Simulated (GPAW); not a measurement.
Set up this calculation in GPAW 26.7.0, as an ASE script.

```
Task                : relaxation of the atoms
Functional          : PBE
Potentials or basis : GPAW PAW data sets (gpaw-data 1.2.1)
Cutoff              : 800 eV
Basis               : pw
k mesh              : 7 × 7 × 7
Occupations         : fermi-dirac, width 0.05 eV
Spin                : collinear spin, ferromagnetic start
Starting moments    : [2.0, 0.0] μB
Maxiter             : 150
Optimizer           : BFGS
Fmax                : 0.02 eV/Å
Max steps           : 60
Convergence         : density=1e-05 forces=0.0001
```

The system is CoO.

```
Co O
1.0
     2.62194    0.00000    0.00000
     0.00000    2.57053    0.00000
     0.00000    0.00000    2.57053
Co O
1 1
Direct
  0.00000 0.00000 0.00000
  0.50000 0.50000 0.50000
```

Measurements of this composition are mostly on another form, of space group No. 225.

The cell isn't the ideal one: strain = 0.02.

These files were run (other wordings do the same):

run.py

```python
from ase import Atoms
from ase.io import write
from ase.optimize import BFGS
from gpaw import GPAW, PW

atoms = Atoms(['Co', 'O'],
              cell=[[2.6219368362, 0.0, 0.0],
                    [0.0, 2.57052631, 0.0],
                    [0.0, 0.0, 2.57052631]],
              scaled_positions=[[0.0, 0.0, 0.0],
                                [0.5, 0.5, 0.5]],
              pbc=True)
atoms.set_initial_magnetic_moments([2.0, 0.0])

calc = GPAW(mode=PW(800),
            xc='PBE',
            kpts={'size': (7, 7, 7), 'gamma': True},
            occupations={'name': 'fermi-dirac', 'width': 0.05},
            nbands=17,
            convergence={'density': 1e-05, 'forces': 0.0001},
            maxiter=150,
            txt='gpaw.txt')
atoms.calc = calc
opt = BFGS(atoms, trajectory='relax.traj', logfile='-')
done = opt.run(fmax=0.02, steps=60)
calc.write('gs.gpw')
write('result.traj', atoms)
print('Converged:', done)
print('Cell:', atoms.cell.cellpar().round(4))
print('Volume:', round(atoms.get_volume(), 4))
print(atoms.get_scaled_positions().round(5))
```

Potentials or basis: GPAW PAW data sets (gpaw-data 1.2.1), pw.

Run with:

```sh
$ OMP_NUM_THREADS=1 python run.py
```

It gave:

The band gap on the k mesh is none (metal or under the smearing width). The net moment is 3.00 μB per cell and the site moments are Co +2.49; O +0.34 μB.

Caveat: the density grid can change from cell to cell, which puts small steps into energies and stress; each step starts from the last one's moments, so a moment once lost doesn't come back; the relaxation stopped at its first step, so nothing moved; later steps reuse the first step's grids; a cell with one magnetic atom can't hold antiferromagnetic order, which such compounds often take; semilocal functionals often make such compounds metallic where correlation or magnetic order opens a gap, which also shifts bond lengths.

Run time: 27 s on 1 thread of Arm Neoverse V2 (shared host), peak memory 0.16 GiB.
